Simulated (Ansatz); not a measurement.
# Binding curve of graphene on Pd(111) (46 atoms)

The cell holds 46 atoms: 28 Pd and 18 C. Cell: a = 7.401 Å, b = 7.401 Å, c = 24.174 Å, α = 90.0°, β = 90.0°, γ = 60.0°. It derives from Pd and C. The starting structure: 1 layer(s) of graphene at its own lattice constant on a slab of Pd(111) strained in the plane by up to 0.4 % to a common cell of 47 Å^2; gaps of 2.35 Å as starting values, 15 Å of vacuum, lowest layers held; not relaxed, displaced by a Gaussian of 0.01 Å. Lattice constants are starting values near those of PBE. Regions: Pd(111), 28 atoms (28 Pd); graphene, 18 atoms (18 C). Vacuum lies along c.

Calculated with Ansatz 0.2.0: Kohn-Sham DFT, PBE+D3(BJ), PAW (set soft_2), plane waves; cutoff 420 eV, k-mesh 3×3×1, fermi-dirac smearing of 0.1 eV. The upper part (graphene) is moved rigidly along the normal by z from its relaxed place. Energies are the whole cell less its two frozen parts, over the face of 47.44 Å².

| shift z (Å) | interaction energy (meV/Å²) |
| --- | --- |
| -0.2 | -35.97 |
| +0.0 | -37.40 |
| +0.3 | -35.70 |
| +0.6 | -31.58 |
| +1.0 | ? |
| +1.6 | -16.69 |
| +2.4 | -9.902 |
| +3.5 | -5.591 |

Task: Fit the universal binding curve to the rows given and interpolate to the withheld row.

**Working.**

The universal binding curve is E(z) = −D (1 + z/l) exp(−z/l), whose curvature at z = 0 is D/l². The depth is D = 37.40 meV/Å². A parabola through the rows at −0.2, 0 and +0.3 Å has the curvature 2 {[E(0.3) − E(0)]/0.3 + [E(−0.2) − E(0)]/0.2} / 0.5 = 51.18 meV/Å⁴, so l = √(D / curvature) = 0.855 Å. At z = 1 Å, z/l = 1.170.

Prediction at +1.0: -25.19 meV/Å². The run gave -25.03 meV/Å², so the fit is low by 0.16 meV/Å² (0.63 % of the value).

The curve's steepest slope, D/(e l) at z = l, is 2.58 GPa, an estimate of the stress that rigid separation needs. Among the rows given, the largest miss of the fit is at +3.5, by 2.4 meV/Å² (7.6 % of the range of the table).

Limits: The parts are rigid, and they also feel their periodic images through the vacuum. The curve was made for chemical and metallic bonds; the dispersion term here falls off as a power of distance, which it can't follow. The mesh is coarse for these cells.

[Hosts, paths, dates, database ids (printed as entryN), source tags and the programs' standing remarks are cut or masked in the printed files.]
